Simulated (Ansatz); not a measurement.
# Nudged elastic band run: Ge8H3N

The input (input.yaml):

```yaml
crystal:
  lattice:
    - [8.004449, 0.0, 0.0]
    - [4.002224, 6.932056, 0.0]
    - [0.0, 0.0, 18.174753]
  atoms:
    - { symbol: H, position: [0.1666667, 0.1666667, 0.0550214] }
    - { symbol: H, position: [0.6666667, 0.1666667, 0.0550214] }
    - { symbol: H, position: [0.1666667, 0.6666667, 0.0550214] }
    - { symbol: H, position: [0.6666667, 0.6666667, 0.0550214] }
    - { symbol: Ge, position: [0.1666667, 0.1666667, 0.1403045] }
    - { symbol: Ge, position: [0.6666667, 0.1666667, 0.1403045] }
    - { symbol: Ge, position: [0.1666667, 0.6666667, 0.1403045] }
    - { symbol: Ge, position: [0.6666667, 0.6666667, 0.1403045] }
    - { symbol: Ge, position: [-0.16713751, 0.33297981, 0.18478002] }
    - { symbol: Ge, position: [0.33224123, 0.3339401, 0.18182921] }
    - { symbol: Ge, position: [-0.17166282, 0.83582817, 0.1871593] }
    - { symbol: Ge, position: [0.33172419, 0.83347572, 0.18373188] }
    - { symbol: Ge, position: [-0.14346188, 0.30755972, 0.3181148] }
    - { symbol: Ge, position: [0.34988999, 0.32880172, 0.31515946] }
    - { symbol: Ge, position: [-0.11967592, 0.82390504, 0.32340312] }
    - { symbol: Ge, position: [0.33117866, 0.83131764, 0.31815172] }
    - { symbol: Ge, position: [0.01763579, 0.00038355, 0.39117589] }
    - { symbol: Ge, position: [0.5309042, -0.02064514, 0.32354108] }
    - { symbol: Ge, position: [0.01416801, 0.48477992, 0.35847138] }
    - { symbol: Ge, position: [0.51765878, 0.49421942, 0.3580117] }
    - { symbol: H, position: [0.02467907, 0.48033659, 0.44389122] }
    - { symbol: H, position: [0.50459754, 0.49348301, 0.4432804] }
    - { symbol: "N", position: [0.5733326, 0.06980112, 0.55687153] }
    - { symbol: "N", position: [0.52443221, 0.03281818, 0.50603831] }
basis:
  ecutwfc: 420.0
kpoints:
  mp_grid: { grid: [2, 2, 1] }
hamiltonian:
  xc: pbesol
  pseudopotentials: { kind: paw, azcp: { folder: soft_1 } }
scf:
  occupations: { method: gaussian, width: 0.05 }
  lower_state_search: "off"
neb:
  images: 6
  f_tol: 0.05
  max_iterations: 44
  order_check: false
  climbing: immediate
  constraints: [{ sites: [0, 1, 2, 3, 4, 5, 6, 7] }]
  final_atoms:
    - { symbol: H, position: [0.16666667, 0.16666667, 0.05502138] }
    - { symbol: H, position: [0.66666666, 0.16666667, 0.05502138] }
    - { symbol: H, position: [0.16666669, 0.66666666, 0.05502138] }
    - { symbol: H, position: [0.66666668, 0.66666666, 0.05502138] }
    - { symbol: Ge, position: [0.16666667, 0.16666667, 0.14030452] }
    - { symbol: Ge, position: [0.66666666, 0.16666667, 0.14030452] }
    - { symbol: Ge, position: [0.16666669, 0.66666666, 0.14030452] }
    - { symbol: Ge, position: [0.66666668, 0.66666666, 0.14030452] }
    - { symbol: Ge, position: [-0.16769864, 0.33386536, 0.18183543] }
    - { symbol: Ge, position: [0.33281217, 0.33304474, 0.18479395] }
    - { symbol: Ge, position: [-0.16818135, 0.83344298, 0.18376488] }
    - { symbol: Ge, position: [0.328541, 0.83566193, 0.18715051] }
    - { symbol: Ge, position: [-0.15029053, 0.32879788, 0.31518453] }
    - { symbol: Ge, position: [0.35639681, 0.30740565, 0.31815829] }
    - { symbol: Ge, position: [-0.16916633, 0.83149346, 0.31820217] }
    - { symbol: Ge, position: [0.38027537, 0.82391508, 0.32334028] }
    - { symbol: Ge, position: [0.03094452, -0.02083812, 0.32309799] }
    - { symbol: Ge, position: [0.51731684, 0.0003625, 0.39128691] }
    - { symbol: Ge, position: [0.01740943, 0.49435827, 0.35798732] }
    - { symbol: Ge, position: [0.51397801, 0.48475459, 0.35845658] }
    - { symbol: H, position: [0.00440408, 0.49344696, 0.4432483] }
    - { symbol: H, position: [0.52483678, 0.48012522, 0.44386951] }
    - { symbol: "N", position: [1.05176113, 0.08299688, 0.55759115] }
    - { symbol: "N", position: [1.01530315, 0.03771935, 0.50573788] }
```

Command:

```bash
$ ansatz run input.yaml --threads 4 --pin off --max-ram 10240MiB --backend cpu --events-out ev --progress --plain --runs-dir out
```

Output, in part (warnings, iteration lines):

```
NEB end point (image 0): max|allowed force component| = 8.916e-3 eV/Å (the criterion of neb.relax_end_points is 1.000e-2)
NEB end point (image 7): max|allowed force component| = 2.321e-2 eV/Å (the criterion of neb.relax_end_points is 1.000e-2)
NEB iter   1: max|band force component| = 1.142e0 eV/Å  barrier→ = 0.6910 eV  barrier← = 0.6911 eV  CI = image 3  Δτ_max = 0.2000 Å  (104 SCF iters)
NEB iter   2: max|band force component| = 6.302e-1 eV/Å  barrier→ = 0.6405 eV  barrier← = 0.6406 eV  CI = image 3  Δτ_max = 0.2000 Å  (61 SCF iters)
NEB iter   3: max|band force component| = 5.981e-1 eV/Å  barrier→ = 0.5944 eV  barrier← = 0.5945 eV  CI = image 3  Δτ_max = 0.2000 Å  (54 SCF iters)
NEB iter   4: max|band force component| = 4.078e-1 eV/Å  barrier→ = 0.5668 eV  barrier← = 0.5669 eV  CI = image 3  Δτ_max = 0.2000 Å  (56 SCF iters)
NEB iter   5: max|band force component| = 2.524e-1 eV/Å  barrier→ = 0.5535 eV  barrier← = 0.5536 eV  CI = image 3  Δτ_max = 0.1998 Å  (53 SCF iters)
NEB iter   6: max|band force component| = 2.289e-1 eV/Å  barrier→ = 0.5503 eV  barrier← = 0.5504 eV  CI = image 3  Δτ_max = 0.1998 Å  (53 SCF iters)
NEB iter   7: max|band force component| = 5.251e-1 eV/Å  barrier→ = 0.5312 eV  barrier← = 0.5313 eV  CI = image 3  Δτ_max = 0.0988 Å  (51 SCF iters)
NEB iter   8: max|band force component| = 5.870e-1 eV/Å  barrier→ = 0.5077 eV  barrier← = 0.5078 eV  CI = image 3  Δτ_max = 0.1986 Å  (49 SCF iters)
NEB iter   9: max|band force component| = 6.348e-1 eV/Å  barrier→ = 0.4408 eV  barrier← = 0.4409 eV  CI = image 3  Δτ_max = 0.1987 Å  (52 SCF iters)
NEB iter  10: max|band force component| = 4.789e-1 eV/Å  barrier→ = 0.4355 eV  barrier← = 0.4356 eV  CI = image 3  Δτ_max = 0.0776 Å  (51 SCF iters)
NEB iter  11: max|band force component| = 3.909e-1 eV/Å  barrier→ = 0.4183 eV  barrier← = 0.4184 eV  CI = image 3  Δτ_max = 0.0944 Å  (49 SCF iters)
NEB iter  12: max|band force component| = 2.453e-1 eV/Å  barrier→ = 0.4145 eV  barrier← = 0.4146 eV  CI = image 3  Δτ_max = 0.1991 Å  (48 SCF iters)
NEB iter  13: max|band force component| = 1.578e-1 eV/Å  barrier→ = 0.4224 eV  barrier← = 0.4225 eV  CI = image 3  Δτ_max = 0.1250 Å  (52 SCF iters)
NEB iter  14: max|band force component| = 2.876e-2 eV/Å  barrier→ = 0.4109 eV  barrier← = 0.4110 eV  CI = image 3  Δτ_max = 0.0000 Å  (50 SCF iters)
```

It converged. The order of the point at the top wasn't checked. Limits of this set-up: coarse k mesh, thin slab, slab without dipole correction, no dispersion correction for a molecule that may bind weakly, PAW files made for another functional, a typed lattice constant that wasn't relaxed here.

Final band:

```tsv
image	path coordinate (Å)	energy (eV)
0	0.00	0.00
1	1.00	0.01
2	1.99	0.04
3	2.99	0.41
4	4.14	0.03
5	5.29	0.00
6	6.44	0.00
7	7.60	0.00
```

The run took 13 min on 4 threads of Intel(R) Xeon(R) Platinum 8175M CPU @ 2.50GHz (Skylake/Cascade Lake) (shared host), peak memory 4.6 GiB.
